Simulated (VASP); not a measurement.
Write the native input for VASP 6.6.1 that does the following.

- Task: Berry-phase polarisation
- Functional: PBE
- Potentials or basis: VASP PAW PBE potentials, release 64 (Te, Cd)
- Cutoff: 520 eV
- k mesh: 7 × 7 × 7
- Occupations: gaussian, width 0.02 eV
- Spin: no spin polarisation
- Further INCAR settings: ALGO = Fast; EDIFF = 1e-06

The structure of CdTe lies in POSCAR:

```
CdTe
1.0
    0.0000000000      3.2050000000      3.2050000000
    3.2050000000      0.0000000000      3.2050000000
    3.2050000000      3.2050000000      0.0000000000
Te Cd
1 1
Direct
    0.7500000000      0.7500000000      0.7500000000
    0.0000000000      0.0000000000      0.0000000000
```

One way to write it, as run:

INCAR

```
SYSTEM = CdTe
ALGO     = Fast           ! electronic algorithm
EDIFF    = 1E-6           ! SCF threshold, eV
ENCUT    = 520            ! plane-wave cutoff, eV
GGA      = PE             ! functional
ISIF     = 2              ! what is computed and relaxed
ISMEAR   = 0              ! smearing method
LASPH    = .TRUE.         ! aspherical terms in the spheres
LCALCPOL = .TRUE.       
LCHARG   = .FALSE.        ! write CHGCAR
LREAL    = .FALSE.        ! projectors in reciprocal space
LWAVE    = .FALSE.        ! write WAVECAR
NELM     = 100            ! most SCF steps
PREC     = Accurate       ! precision mode
SIGMA    = 0.02           ! smearing width, eV
```

KPOINTS

```
k-points
0
G
  7 7 7
  0 0 0
```

Potentials or basis: VASP PAW PBE potentials, release 64 (Te, Cd).

Run with:

```console
$ cat potpaw_PBE.64/Te/POTCAR potpaw_PBE.64/Cd/POTCAR > POTCAR
$ mpirun -np 1 vasp_std > vasp.out
```

Run time: 39 s on 1 thread of Intel(R) Xeon(R) Platinum 8488C (Sapphire Rapids), on a shared host, peak memory 0.24 GiB.
